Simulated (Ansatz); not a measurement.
The system is VO2.

```
CELL_PARAMETERS angstrom
4.50720 0.00000 0.00000
0.00000 4.50720 0.00000
0.00000 0.00000 3.04445
ATOMIC_POSITIONS crystal
V 0.50000 0.50000 0.50000
V 0.00000 0.00000 0.00000
O 0.20036 0.79964 0.50000
O 0.79964 0.20036 0.50000
O 0.70036 0.70036 0.00000
O 0.29964 0.29964 0.00000
```

The cell is a database's computed one.

* Program: Ansatz 0.2.0
* Task: relaxation of cell and atoms
* Functional: revPBE
* Potentials or basis: Ansatz PAW
* Cutoff: 420 eV (not typed: the program's choice for these potentials)
* k mesh: 6 × 6 × 9
* Occupations: fermi-dirac, width 0.05 eV
* Spin: collinear spin, ferromagnetic start
* Starting moments: [2.0, 2.0, 0.0, 0.0, 0.0, 0.0] μB

At the start: volume 10.31 Å³/atom.

Where does the relaxation end?

It ends after 9 steps and the volume is 10.12 Å³/atom (-1.8 %); space group P4_2/mnm (No. 136, to 0.05 Å); moment 2.00 μB per cell.

Step by step:
| step | energy change (eV) | largest force (eV/Å) | volume (Å³) |
| --- | --- | --- | --- |
| 1 | 0.0000 | 0.2265 | 61.85 |
| 2 | -0.1755 | 0.5145 | 61.15 |
| 3 | -0.2355 | 0.0954 | 59.62 |
| 4 | -0.2465 | 0.0543 | 60.93 |
| 5 | -0.2489 | 0.0154 | 60.66 |
| 6 | -0.2488 | 0.0002 | 60.69 |
| 7 | -0.2514 | 0.0002 | 60.69 |
| 8 | -0.2515 | 0.0012 | 60.71 |
| 9 | -0.2518 | 0.0012 | 60.71 |

Final structure:
```
CELL_PARAMETERS angstrom
4.61276 0.00000 0.00000
0.00000 4.61276 0.00000
0.00000 0.00000 2.85345
ATOMIC_POSITIONS crystal
V 0.50000 0.50000 0.50000
V 0.00000 0.00000 0.00000
O 0.19927 0.80073 0.50000
O 0.80073 0.19927 0.50000
O 0.69927 0.69927 0.00000
O 0.30073 0.30073 0.00000
```

Caveat: the plane-wave basis is chosen anew once the cell has moved, so the energies of steps on either side of that aren't comparable; the pressure holds a Pulay correction of +0.7 GPa for the finite cutoff; the PAW data sets come from PBE, with cores solved anew for the run's functional, which leaves a small shift of forces and pressure.
